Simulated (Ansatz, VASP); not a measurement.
Two plane-wave programs on SnO2

File INCAR:

```
SYSTEM = SnO2
PREC = Accurate
ENCUT = 520
EDIFF = 1E-6
ISMEAR = 0
SIGMA = 0.05
LREAL = .FALSE.
LASPH = .TRUE.
NELM = 60
ALGO = Normal
ISIF = 2
LWAVE = .FALSE.
LCHARG = .TRUE.
LELF = .TRUE.
LVHAR = .TRUE.
NBANDS = 35
```

File KPOINTS:

```
regular mesh
0
G
  6 6 8
  0 0 0
```

File POSCAR:

```
SnO2
1.0
    4.7207174017      0.0000000000      0.0000000000
    0.0000000000      4.7207174017      0.0000000000
    0.0000000000      0.0000000000      3.1887553105
Sn O
2 4
Direct
    0.0000000000      0.0000000000     -0.0395138503
    0.5000000000      0.5000000000      0.5395138503
    0.3061065496      0.3061065496      0.0229898081
    0.1938934504      0.8061065496      0.4770101919
    0.6938934504      0.6938934504      0.0229898081
    0.8061065496      0.1938934504      0.4770101919
```

Input for Ansatz:

```yaml
crystal:
  lattice:
    - [4.7207174017, 0.0, 0.0]
    - [0.0, 4.7207174017, 0.0]
    - [0.0, 0.0, 3.1887553105]
  atoms:
    - { symbol: Sn, position: [0.0, 0.0, -0.0395138503] }
    - { symbol: Sn, position: [0.5, 0.5, 0.5395138503] }
    - { symbol: O, position: [0.3061065496, 0.3061065496, 0.0229898081] }
    - { symbol: O, position: [0.1938934504, 0.8061065496, 0.4770101919] }
    - { symbol: O, position: [0.6938934504, 0.6938934504, 0.0229898081] }
    - { symbol: O, position: [0.8061065496, 0.1938934504, 0.4770101919] }
basis:
  ecutwfc: 520.0
kpoints:
  mp_grid: { grid: [6, 6, 8] }
hamiltonian:
  xc: lda
  pseudopotentials: { kind: paw, azcp: { folder: soft_1 } }
scf:
  occupations: { method: gaussian, width: 0.05 }
output:
  forces: true
  stress: true
  eigenvalues: true
```

Change from the starting cell: mode 4 frozen in at +0.000 Å and mode 5 at -0.126 Å (largest displacements).

Alike in both runs: task single point; functional LDA; k mesh 6 × 6 × 8; occupations gaussian, width 0.05 eV; no spin polarisation.

```csv
,VASP,Ansatz
version,VASP 6.6.1,Ansatz 0.2.0
potentials or method,"VASP PAW LDA potentials, release 64 (Sn_d, O)","scalar-relativistic, plane waves, PAW"
plane-wave cutoff (eV),520,520
valence electrons in the cell,52,52
```

Ansatz gave:

| Quantity | Value |
| --- | --- |
| gap on the k mesh at the Fermi level (eV) | 1.09 |
| least direct gap on the mesh (eV) | 1.09 |
| pressure (GPa) | 0.1 |
| largest component of the traceless stress (GPa) | 0.36 |
| rms of the force components (eV/Å) | 0.407 |

What did VASP give for the same quantities?

gap on the k mesh at the Fermi level (eV): 1.12; least direct gap on the mesh (eV): 1.12; pressure (GPa): 1.5; largest component of the traceless stress (GPa): 0.04; rms of the force components (eV/Å): 0.426.

Atom by atom the forces differ by 0.028 eV/Å (rms over components). Ansatz warned: «pseudo_functional_mismatch».

Caveats: spin-orbit coupling is left out, which moves the levels of the heavy elements; forces of over 1 eV/Å show positions far from the minimum, so gaps and moduli don't describe the material at rest.
